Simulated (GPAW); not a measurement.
Wanted: an ASE script for a GPAW 26.7.0 run.

| Quantity | Value |
| --- | --- |
| Task | equation of state |
| Functional | OLYP |
| Dispersion | D3(BJ) |
| Potentials or basis | PAW data sets generated in the run's folder for this functional |
| Cutoff | 600 eV |
| Basis | pw |
| k mesh | 6 × 6 × 6 |
| Occupations | fermi-dirac, width 0.05 eV |
| Spin | no spin polarisation |
| Eigensolver | davidson |
| Maxiter | 150 |
| Eos scales | [0.94, 0.96, 0.98, 1.0, 1.02, 1.04, 1.06] |

Crystal: SnTe.

```xyz
2
Lattice="0.0000 3.1509 3.1509 3.1509 0.0000 3.1509 3.1509 3.1509 0.0000" Properties=species:S:1:pos:R:3 pbc="T T T"
Te    3.1509    3.1509    3.1509
Sn    0.0000    0.0000    0.0000
```

These files were run (other wordings do the same):

run.py

```python
from ase.calculators.mixing import SumCalculator
from ase.eos import EquationOfState
from ase.io import Trajectory
from ase.spacegroup import crystal
from ase.units import GPa
from dftd3.ase import DFTD3
from gpaw import GPAW, PW, setup_paths

setup_paths.insert(0, '.')

# Te 4b
# Sn 4a
atoms = crystal(['Te', 'Sn'],
                basis=[[0.5, 0.0, 0.0],
                       [0.0, 0.0, 0.0]],
                spacegroup=225, setting=1,  # Fm-3m
                cellpar=[6.3017, 6.3017, 6.3017, 90.0, 90.0, 90.0],
                primitive_cell=True)

traj = Trajectory('eos.traj', 'w')
volumes, energies = [], []
for x in [0.94, 0.96, 0.98, 1.0, 1.02, 1.04, 1.06]:
    a = atoms.copy()
    a.set_cell(atoms.cell * x**(1 / 3), scale_atoms=True)
    calc = GPAW(mode=PW(600),
                xc='GGA_X_OPTX+GGA_C_LYP',
                kpts={'size': (6, 6, 6), 'gamma': True},
                occupations={'name': 'fermi-dirac', 'width': 0.05},
                nbands=19,
                convergence={'density': 1e-05, 'energy': 1e-05},
                eigensolver='davidson',
                maxiter=150,
                txt=f'eos-{x:.2f}.txt')
    a.calc = SumCalculator([calc, DFTD3(method='olyp', damping='d3bj')])
    energies.append(a.get_potential_energy())
    volumes.append(a.get_volume())
    p = -a.get_stress()[:3].mean() / GPa
    calc.write(f'eos-{x:.2f}.gpw')
    traj.write(a)
    print(f'{x:.2f} {volumes[-1]:10.4f} A^3 {energies[-1]:14.6f} eV {p:9.3f} GPa', flush=True)

v0, e0, B = EquationOfState(volumes, energies, eos='birchmurnaghan').fit()
print(f'V0 = {v0:.4f} A^3, E0 = {e0:.6f} eV, B0 = {B / GPa:.2f} GPa')
```

Potentials or basis: PAW data sets generated in the run's folder for this functional, pw.

Run with:

```console
$ gpaw-setup -f GGA_X_OPTX+GGA_C_LYP Sn Te
$ OMP_NUM_THREADS=1 python run.py
```

Results of the run:

- Equilibrium volume: 28.86 Å³/atom (rough: see the caveat)
- Bulk modulus: 55 GPa (rough)

Caveat: the minimum lies outside the volumes run.

Run time: 87 s on 1 thread of Arm Neoverse V1, with other jobs on the host, peak memory 0.22 GiB.
